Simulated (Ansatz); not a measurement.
The system is Lu.

```
CELL_PARAMETERS angstrom
-1.95411 1.95411 1.95411
1.95411 -1.95411 1.95411
1.95411 1.95411 -1.95411
ATOMIC_POSITIONS crystal
Lu 0.00000 0.00000 0.00000
```

This isn't the form of Lu at room conditions, which is hcp.

```yaml
Program: Ansatz 0.2.0
Task: relaxation of cell and atoms
Functional: RPBE
Potentials_or_basis: Ansatz PAW
Cutoff: "420 eV (not typed: the program's choice for these potentials)"
k_mesh: 10 × 10 × 10
Occupations: fermi-dirac, width 0.05 eV
Spin: no spin polarisation
```

At the start: volume 29.85 Å³/atom.

How do energy, volume and symmetry change on relaxing?

It ends after 4 steps and the volume is 31.04 Å³/atom (+4.0 %); space group Im-3m (No. 229, to 0.05 Å).

Step by step:
| step | energy change (eV) | largest force (eV/Å) | volume (Å³) |
| --- | --- | --- | --- |
| 1 | 0.0000 | 0.0000 | 29.85 |
| 2 | -0.0057 | 0.0000 | 30.98 |
| 3 | -0.0057 | 0.0000 | 31.04 |
| 4 | -0.0061 | 0.0000 | 31.04 |

Final structure:
```yaml
crystal:
  lattice:
    - [-1.97971, 1.97971, 1.97971]
    - [1.97971, -1.97971, 1.97971]
    - [1.97971, 1.97971, -1.97971]
  atoms:
    - { symbol: Lu, position: [0.00000, 0.00000, 0.00000] }
```

Caveat: the plane-wave basis is chosen anew once the cell has moved, so the energies of steps on either side of that aren't comparable; the PAW data sets come from PBE, with cores solved anew for the run's functional, which leaves a small shift of forces and pressure.
